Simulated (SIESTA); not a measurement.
# CoO in SIESTA: the effect of Hubbard term

Crystal: CoO.

```
Co O
1.0
     0.00000    2.13150    2.13150
     2.13150    0.00000    2.13150
     2.13150    2.13150    0.00000
Co O
1 1
Direct
  0.00000 0.00000 0.00000
  0.50000 0.50000 0.50000
```

Alike in all runs:

| Item | Value |
| --- | --- |
| Program | SIESTA 5.4.2 |
| Task | density of states |
| Functional | PBE |
| Potentials or basis | PseudoDojo 0.4 standard (PBE files) |
| Basis | DZP (energy shift 0.003 Ry; two zetas on semicore shells) |
| Grid cutoff | 800 Ry |
| Energy shift | 0.003 Ry |
| k mesh | 8 × 8 × 8 |
| Occupations | fermi-dirac, width 0.05 eV |
| Spin | collinear spin, ferromagnetic start |
| Starting moments | [2.0, 0.0] μB |
| Hubbard projector method | 1 |
| U from the first cycle | yes |
| broadening (eV) | 0.2 eV |
| window from (eV) | -10 eV |
| window to (eV) | 15 eV |

```tsv
Hubbard term	pressure (GPa)	moment (μB)
none	-0.8	2.97
Co d U = 2 eV	1.1	3.00
Co d U = 4 eV	3.1	3.00
Co d U = 6 eV	?	?
Co d U = 8 eV	7.3	2.95
```

Task: What does the run with Hubbard term Co d U = 6 eV give?

Result: Pressure 5.2 GPa; moment 2.99 μB.

Worked out: A straight line through the other rows of the pressure, of slope 1.02 GPa per eV, gives 5.2 GPa, against the run's 5.2. A parabola through the other rows of the moment, of slope -0.0131 μB per eV there, gives 2.99 μB, against the run's 2.99.

Caveats: short orbitals over semicore shells can move pressures by several GPa; the basis of atomic orbitals isn't converged, which shifts pressures, moduli and gaps; a cell with one magnetic atom can't hold antiferromagnetic order, which such compounds often take; semilocal functionals often make such compounds metallic where correlation or magnetic order opens a gap, which also shifts bond lengths (some runs).
